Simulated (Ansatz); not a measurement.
**Al$_{3}$Ru$_{2}$: how the plane-wave cutoff moves the results**

The calculation used DFT PBEsol, scalar-relativistic, plane waves, PAW in Ansatz 0.2.0.

```yaml
crystal:
  lattice:
    - [-1.58462, 1.58738, 7.08807]
    - [1.51427, -1.42358, 7.03763]
    - [1.60722, 1.44618, -7.05278]
  atoms:
    - { symbol: Al, position: [0.96735, 0.01784, 0.97509] }
    - { symbol: Al, position: [0.86381, 0.75296, 0.00169] }
    - { symbol: Al, position: [0.20313, 0.18253, 0.00036] }
    - { symbol: Ru, position: [0.64698, 0.59005, 0.02920] }
    - { symbol: Ru, position: [0.35925, 0.37510, 0.95754] }
```

The Γ-centred k-mesh is 10×10×12, the occupation rule is Gaussian smearing, 0.1 eV and the spin treatment is unpolarised. The valence charge of the PAW sets is Al 3, Ru 16.

The atoms are held and the plane-wave cutoff is swept. Energies are extrapolated to zero smearing and count from the reference run, 600 eV. The cell was strained and its atoms displaced at random, so that forces don't vanish. Pressure is positive in compression and holds a correction for the finite cutoff (Pulay stress).

Times are rough; the reference took 3.9 min on 1 thread of AMD EPYC (Zen 3), on a shared host, peak memory 1.4 GiB.

| cutoff (eV) | ΔE (meV/atom) | P (GPa) | largest change of a force component (eV/Å) | plane waves at Γ | wall time (s) |
| --- | --- | --- | --- | --- | --- |
| 200 | 3751 | 8.07 | 0.680 | 419 | 52 |
| 250 | 674 | 6.66 | 0.200 | 595 | 58 |
| 300 | 94.3 | 6.93 | 0.028 | 795 | 90 |
| 350 | ? | ? | ? | ? | ? |
| 420 | ? | ? | ? | ? | ? |
| 600 | 0.00 | 6.51 | 0.000 | 2213 | 230 |

Fill in the withheld rows.

The withheld rows:

| cutoff (eV) | ΔE (meV/atom) | P (GPa) | largest change of a force component (eV/Å) | plane waves at Γ | wall time (s) |
| --- | --- | --- | --- | --- | --- |
| 350 | 9.85 | 6.58 | 0.008 | 1009 | 120 |
| 420 | 1.07 | 6.53 | 0.001 | 1311 | 120 |